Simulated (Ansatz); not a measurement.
Born–Oppenheimer molecular dynamics of a periodic cell of 16 atoms, Li (start crystal Li, start structure bcc, volume 1.05 times the crystal's). It goes on from the last frame of an earlier run, with new velocities.

These are results of Ansatz 0.2.0, DFT PBE, scalar-relativistic, plane waves, PAW, not measurements. Settings: cutoff 420 eV, k mesh 2x2x2, fermi-dirac smearing 0.1 eV, no spin polarisation.

```yaml
ensemble: NPT, Langevin
time_step: 1 fs
steps_asked: 210
set_temperature: 630 K
friction: 0.005 /fs
pressure: 20 GPa
seed: 618370
```

Frames 5 fs apart, positions in Å, forces in eV/Å.

Velocities at 10.0 fs (Å/ps):

```
Li 11.17 -8.60 2.86
Li 11.69 -0.78 -8.00
Li -13.67 6.56 4.57
Li 4.85 -10.59 -4.24
Li -4.73 1.37 -3.20
Li -6.91 5.72 25.75
Li -5.58 0.23 -5.58
Li -0.07 2.98 -11.36
Li -4.32 -15.94 -1.71
Li 9.37 7.70 3.72
Li -8.66 0.27 -4.43
Li 0.77 0.48 15.32
Li -0.86 5.76 -6.04
Li -15.73 -1.41 -11.53
Li 14.29 -6.95 6.03
Li 18.55 11.25 -4.45
```

```xyz
16
Lattice="6.8902 -0.0138 -0.0009 -0.0138 6.9033 -0.0009 -0.0009 -0.0009 6.9030" Properties=species:S:1:pos:R:3:forces:R:3 time_fs=10.0 energy_less_start_eV=0.003 T=659
Li -0.528 0.105 1.094 0.33 -0.79 0.21
Li 2.552 0.164 0.351 1.08 -0.11 0.74
Li 0.238 3.951 1.262 -0.38 0.07 -0.31
Li 0.103 0.294 4.039 -0.38 -0.15 -0.71
Li 1.764 2.159 1.961 0.06 -0.31 -0.12
Li 3.405 3.789 -0.316 -0.43 -0.41 0.55
Li 3.381 0.555 4.542 0.19 -0.46 -0.29
Li 4.927 1.947 1.927 -0.44 0.34 0.92
Li -0.125 3.910 4.080 -0.37 -0.35 0.19
Li 2.028 5.329 3.084 -0.22 0.25 0.01
Li 0.949 1.152 5.982 -0.15 1.08 0.16
Li 2.518 2.670 4.326 0.00 0.82 0.08
Li 4.373 5.046 2.272 0.33 -0.01 -0.12
Li 5.244 1.769 6.432 -0.05 0.25 -0.83
Li 1.172 5.404 6.197 -0.18 -0.42 -0.49
Li 4.667 5.547 5.565 0.62 0.21 0.00
16
Lattice="6.6602 -0.0261 -0.0036 -0.0261 6.6928 0.0026 -0.0036 0.0026 6.6958" Properties=species:S:1:pos:R:3:forces:R:3 time_fs=15.0 energy_less_start_eV=-0.098 T=856
Li -0.452 0.051 1.072 0.18 -0.63 0.23
Li 2.553 0.152 0.312 0.96 0.00 0.75
Li 0.149 3.863 1.241 -0.29 0.05 -0.35
Li 0.123 0.232 3.881 -0.44 -0.13 -0.74
Li 1.686 2.087 1.878 0.09 -0.29 -0.07
Li 3.247 3.681 -0.175 -0.24 -0.29 0.41
Li 3.244 0.526 4.376 0.24 -0.46 -0.40
Li 4.754 1.907 1.833 -0.40 0.21 0.99
Li -0.158 3.712 3.950 -0.39 -0.30 0.25
Li 1.997 5.204 3.018 -0.34 0.12 -0.05
Li 0.864 1.135 5.776 -0.13 1.05 0.29
Li 2.430 2.605 4.265 0.08 0.90 0.01
Li 4.223 4.926 2.178 0.36 0.01 -0.08
Li 4.982 1.700 6.174 0.07 0.24 -0.75
Li 1.192 5.203 6.035 -0.29 -0.42 -0.57
Li 4.590 5.435 5.381 0.54 -0.05 0.08
16
Lattice="6.3805 -0.0396 0.0008 -0.0396 6.4342 0.0065 0.0008 0.0065 6.4387" Properties=species:S:1:pos:R:3:forces:R:3 time_fs=20.0 energy_less_start_eV=0.142 T=1248
Li -0.374 -0.018 1.044 0.03 -0.37 0.22
Li 2.572 0.137 0.285 0.61 0.03 0.74
Li 0.052 3.734 1.202 -0.13 0.01 -0.40
Li 0.152 0.165 3.664 -0.51 -0.03 -0.64
Li 1.605 1.990 1.778 0.09 -0.27 0.03
Li 3.055 3.514 -0.018 0.01 -0.17 0.22
Li 3.088 0.479 4.172 0.27 -0.30 -0.53
Li 4.540 1.871 1.778 -0.31 -0.04 0.98
Li -0.199 3.473 3.800 -0.43 -0.21 0.27
Li 1.934 5.056 2.929 -0.40 -0.14 -0.19
Li 0.769 1.143 5.539 -0.05 0.90 0.37
Li 2.335 2.560 4.168 0.21 0.88 -0.13
Li 4.059 4.783 2.067 0.31 0.03 0.05
Li 4.691 1.617 5.857 0.26 0.34 -0.53
Li 1.203 4.946 5.806 -0.41 -0.28 -0.60
Li 4.487 5.286 5.168 0.45 -0.39 0.13
16
Lattice="6.0764 -0.0528 0.0062 -0.0528 6.1502 0.0135 0.0062 0.0135 6.1474" Properties=species:S:1:pos:R:3:forces:R:3 time_fs=25.0 energy_less_start_eV=1.223 T=1477
Li -0.291 -0.088 1.005 -0.06 0.04 0.09
Li 2.601 0.115 0.283 0.08 -0.05 0.69
Li -0.042 3.596 1.136 0.07 -0.14 -0.40
Li 0.166 0.088 3.399 -0.61 0.21 -0.32
Li 1.517 1.897 1.671 0.01 -0.30 0.19
Li 2.861 3.309 0.157 0.23 0.04 -0.03
Li 2.930 0.413 3.928 0.26 0.04 -0.56
Li 4.300 1.823 1.744 -0.15 -0.38 0.93
Li -0.258 3.201 3.653 -0.44 -0.02 0.19
Li 1.841 4.887 2.822 -0.37 -0.59 -0.45
Li 0.672 1.171 5.279 0.11 0.60 0.37
Li 2.240 2.541 4.038 0.35 0.73 -0.32
Li 3.902 4.625 1.958 0.12 0.06 0.28
Li 4.386 1.544 5.492 0.51 0.52 -0.21
Li 1.195 4.650 5.534 -0.45 0.01 -0.59
Li 4.378 5.092 4.925 0.34 -0.77 0.13
16
Lattice="5.7723 -0.0665 0.0149 -0.0665 5.8626 0.0188 0.0149 0.0188 5.8516" Properties=species:S:1:pos:R:3:forces:R:3 time_fs=30.0 energy_less_start_eV=3.630 T=1662
Li -0.220 -0.164 0.947 0.09 0.65 -0.18
Li 2.630 0.096 0.301 -0.45 -0.22 0.55
Li -0.126 3.454 1.048 0.29 -0.51 -0.39
Li 0.155 0.017 3.128 -0.68 0.52 0.09
Li 1.423 1.803 1.566 -0.19 -0.39 0.44
Li 2.695 3.099 0.332 0.35 0.39 -0.36
Li 2.782 0.349 3.664 0.25 0.37 -0.43
Li 4.062 1.759 1.743 0.08 -0.74 0.82
Li -0.322 2.933 3.517 -0.36 0.36 -0.07
Li 1.736 4.688 2.705 -0.27 -1.10 -0.70
Li 0.593 1.213 5.013 0.33 0.14 0.41
Li 2.168 2.523 3.894 0.39 0.58 -0.58
Li 3.768 4.464 1.847 -0.28 0.04 0.63
Li 4.103 1.487 5.112 0.67 0.67 0.19
Li 1.165 4.359 5.239 -0.32 0.33 -0.44
Li 4.278 4.866 4.683 0.11 -1.08 0.00
16
Lattice="5.4948 -0.0762 0.0252 -0.0762 5.5939 0.0260 0.0252 0.0260 5.5700" Properties=species:S:1:pos:R:3:forces:R:3 time_fs=35.0 energy_less_start_eV=7.388 T=1564
Li -0.160 -0.227 0.887 0.52 1.24 -0.65
Li 2.651 0.087 0.342 -0.82 -0.30 0.11
Li -0.204 3.295 0.949 0.45 -1.01 -0.36
Li 0.115 -0.038 2.861 -0.51 0.85 0.65
Li 1.318 1.696 1.475 -0.40 -0.38 0.68
Li 2.562 2.909 0.491 0.38 0.73 -0.53
Li 2.653 0.305 3.410 0.16 0.59 -0.05
Li 3.850 1.678 1.772 0.29 -0.93 0.48
Li -0.396 2.691 3.389 -0.02 0.95 -0.48
Li 1.637 4.470 2.589 -0.23 -1.40 -0.82
Li 0.539 1.256 4.778 0.64 -0.43 0.39
Li 2.128 2.541 3.750 0.28 0.26 -0.79
Li 3.644 4.338 1.759 -0.77 -0.18 0.97
Li 3.871 1.463 4.751 0.45 0.49 0.68
Li 1.144 4.100 4.950 -0.08 0.66 -0.05
Li 4.216 4.626 4.465 -0.32 -1.13 -0.23
16
Lattice="5.2565 -0.0815 0.0356 -0.0815 5.3573 0.0300 0.0356 0.0300 5.3182" Properties=species:S:1:pos:R:3:forces:R:3 time_fs=40.0 energy_less_start_eV=12.038 T=1408
Li -0.100 -0.248 0.797 0.92 1.32 -1.09
Li 2.649 0.077 0.392 -0.94 -0.15 -0.66
Li -0.270 3.112 0.847 0.41 -1.24 -0.23
Li 0.071 -0.059 2.629 -0.02 1.00 1.26
Li 1.207 1.585 1.407 -0.36 -0.15 0.82
Li 2.448 2.757 0.628 0.37 0.76 -0.58
Li 2.544 0.280 3.176 -0.16 0.64 0.60
Li 3.692 1.585 1.820 0.28 -0.87 -0.32
Li -0.462 2.490 3.262 0.72 1.52 -0.84
Li 1.543 4.223 2.447 -0.43 -1.26 -0.80
Li 0.525 1.283 4.587 0.93 -0.88 0.11
Li 2.119 2.586 3.596 0.09 -0.24 -0.71
Li 3.527 4.229 1.722 -0.92 -0.60 1.05
Li 3.690 1.465 4.447 -0.15 -0.04 1.39
Li 1.140 3.881 4.690 0.19 0.93 0.47
Li 4.179 4.375 4.265 -0.91 -0.74 -0.46
16
Lattice="5.0598 -0.0884 0.0409 -0.0884 5.1610 0.0273 0.0409 0.0273 5.1107" Properties=species:S:1:pos:R:3:forces:R:3 time_fs=45.0 energy_less_start_eV=16.896 T=1349
Li -0.015 -0.229 0.679 0.91 0.71 -1.32
Li 2.631 0.059 0.435 -0.82 0.08 -1.51
Li -0.325 2.910 0.756 0.21 -0.90 0.02
Li 0.030 -0.041 2.466 0.57 0.79 1.63
Li 1.100 1.482 1.388 0.05 0.30 0.81
Li 2.366 2.651 0.738 0.28 0.39 -0.87
Li 2.445 0.272 2.989 -0.79 0.58 1.39
Li 3.572 1.472 1.857 0.14 -0.55 -1.29
Li -0.518 2.366 3.128 1.57 1.76 -0.91
Li 1.430 3.967 2.296 -0.90 -0.93 -0.77
Li 0.535 1.287 4.434 1.05 -0.96 -0.49
Li 2.126 2.632 3.430 -0.26 -0.57 -0.12
Li 3.394 4.129 1.738 -0.46 -0.97 0.67
Li 3.537 1.473 4.213 -0.70 -0.69 2.24
Li 1.147 3.713 4.474 0.53 0.93 0.95
Li 4.130 4.124 4.079 -1.37 0.02 -0.43
16
Lattice="4.9134 -0.0935 0.0386 -0.0935 5.0190 0.0216 0.0386 0.0216 4.9609" Properties=species:S:1:pos:R:3:forces:R:3 time_fs=50.0 energy_less_start_eV=20.758 T=1496
Li 0.110 -0.186 0.522 0.32 -0.31 -1.00
Li 2.610 0.039 0.428 -0.33 0.00 -1.85
Li -0.376 2.703 0.676 0.03 0.04 0.19
Li -0.006 0.003 2.384 1.04 0.25 1.49
Li 1.021 1.401 1.404 0.64 0.49 0.76
Li 2.311 2.581 0.815 0.17 -0.01 -1.32
Li 2.346 0.281 2.884 -1.35 0.55 1.67
Li 3.497 1.349 1.858 -0.07 -0.12 -1.52
Li -0.543 2.326 2.999 1.91 1.32 -0.66
Li 1.302 3.730 2.158 -1.52 -0.56 -0.77
Li 0.567 1.257 4.317 0.87 -0.41 -1.23
Li 2.137 2.686 3.273 -0.62 -0.72 0.75
Li 3.270 4.039 1.796 0.41 -0.74 -0.19
Li 3.385 1.480 4.099 -0.85 -1.09 2.42
Li 1.166 3.618 4.329 0.84 0.56 1.20
Li 4.079 3.923 3.908 -1.50 0.76 0.06
16
Lattice="4.8288 -0.1008 0.0341 -0.1008 4.9410 0.0167 0.0341 0.0167 4.8760" Properties=species:S:1:pos:R:3:forces:R:3 time_fs=55.0 energy_less_start_eV=22.657 T=1885
Li 0.250 -0.163 0.345 -0.60 -0.60 -0.06
Li 2.595 0.014 0.351 0.38 -0.45 -1.08
Li -0.444 2.542 0.609 0.18 0.82 -0.09
Li -0.013 0.065 2.377 1.31 -0.36 0.88
Li 0.970 1.356 1.463 1.18 0.05 0.18
Li 2.289 2.547 0.856 -0.01 -0.10 -1.49
Li 2.231 0.304 2.884 -1.13 0.28 0.80
Li 3.459 1.243 1.837 -0.48 0.13 -0.76
Li -0.529 2.352 2.890 1.37 0.23 0.04
Li 1.145 3.522 2.028 -1.54 0.20 -0.53
Li 0.641 1.234 4.203 0.24 0.61 -1.22
Li 2.140 2.751 3.168 -0.73 -0.82 1.23
Li 3.203 3.976 1.872 0.65 0.19 -1.08
Li 3.236 1.466 4.132 -0.41 -1.08 1.28
Li 1.214 3.600 4.276 0.76 -0.21 1.06
Li 4.024 3.795 3.785 -1.18 1.11 0.84
16
Lattice="4.8081 -0.1074 0.0296 -0.1074 4.9304 0.0068 0.0296 0.0068 4.8629" Properties=species:S:1:pos:R:3:forces:R:3 time_fs=60.0 energy_less_start_eV=23.158 T=1906
Li 0.383 -0.159 0.185 -1.46 -0.18 1.02
Li 2.620 -0.017 0.253 1.05 -0.89 0.20
Li -0.515 2.449 0.554 0.75 1.06 -0.46
Li 0.025 0.116 2.438 1.05 -0.68 0.25
Li 0.965 1.320 1.552 1.41 -0.55 -1.13
Li 2.300 2.548 0.867 0.04 0.00 -0.88
Li 2.117 0.340 2.949 -0.16 -0.22 -0.35
Li 3.441 1.150 1.830 -0.74 0.17 0.20
Li -0.481 2.421 2.826 0.37 -0.86 1.02
Li 0.952 3.373 1.908 -0.69 1.15 -0.25
Li 0.740 1.254 4.107 -0.69 1.48 -0.20
Li 2.139 2.810 3.135 -0.66 -0.68 0.76
Li 3.208 3.971 1.935 -0.07 0.65 -1.71
Li 3.118 1.444 4.267 0.29 -0.71 -0.47
Li 1.316 3.625 4.326 0.10 -0.90 0.38
Li 3.970 3.743 3.744 -0.59 1.16 1.62
16
Lattice="4.8528 -0.1116 0.0299 -0.1116 4.9820 -0.0080 0.0299 -0.0080 4.9161" Properties=species:S:1:pos:R:3:forces:R:3 time_fs=65.0 energy_less_start_eV=22.126 T=1606
Li 0.474 -0.161 0.067 -1.75 0.34 1.63
Li 2.724 -0.072 0.169 1.28 -0.93 0.91
Li -0.560 2.429 0.485 1.22 0.81 -0.52
Li 0.108 0.131 2.551 0.27 -0.70 -0.19
Li 1.016 1.274 1.613 0.91 -0.60 -2.41
Li 2.358 2.581 0.854 0.01 0.19 0.36
Li 2.037 0.368 3.031 0.92 -0.81 -0.83
Li 3.427 1.073 1.855 -0.40 0.17 0.82
Li -0.419 2.499 2.849 -0.29 -1.28 1.41
Li 0.750 3.303 1.795 0.24 1.53 -0.23
Li 0.824 1.334 4.057 -1.23 1.78 1.04
Li 2.151 2.878 3.163 -0.47 -0.45 -0.31
Li 3.267 4.040 1.975 -0.70 0.27 -1.69
Li 3.051 1.412 4.447 0.71 -0.22 -1.61
Li 1.445 3.658 4.461 -0.58 -0.92 -0.13
Li 3.945 3.787 3.812 -0.14 0.84 1.73
```

Of the whole run (210 fs, mean temperature of the second half 1340 K): The conserved energy stayed within 0.59 meV per atom of its start (net change -0.21 meV per atom), so the integration is sound. The mean temperature of the second half is 113 % above the set value. A run of 0.21 ps of so small a system gives no equilibrium averages. Limits of this set-up: coarse k mesh. The cell's volume went from 357 to 196 Å³.

Run time: 9.4 min on 1 thread of Arm Neoverse V1, with other jobs on the host, peak memory 0.53 GiB.
